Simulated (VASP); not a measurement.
The system is Mo.

```xyz
2
Lattice="2.7318 0.0000 0.0000 -1.3659 2.3658 0.0000 0.0000 0.0000 4.8407" Properties=species:S:1:pos:R:3 pbc="T T T"
Mo    0.0000    1.5772    1.2102
Mo    1.3659    0.7886    3.6306
```

This isn't the form of Mo at room conditions, which is bcc.

Base run:

```yaml
Program: VASP 6.6.1
Functional: r2SCAN
Potentials_or_basis: VASP PAW PBE potentials, release 64 (Mo_sv)
Cutoff: 520 eV
k_mesh: 18 × 18 × 10
Occupations: gaussian, width 0.1 eV
Spin: no spin polarisation
```

Its results: band gap on the k mesh none (metal or under the smearing width); pressure 6.0 GPa.

Task: The run is repeated on the same cell with these changes: functional from r2SCAN to PBEsol; occupations from gaussian, width 0.1 eV to gaussian, width 0.5 eV. What comes out?

Result: Band gap on the k mesh none (metal or under the smearing width); pressure 0.8 GPa.

Caveats: the PAW data sets were made with another functional, which shifts forces and pressure a little.
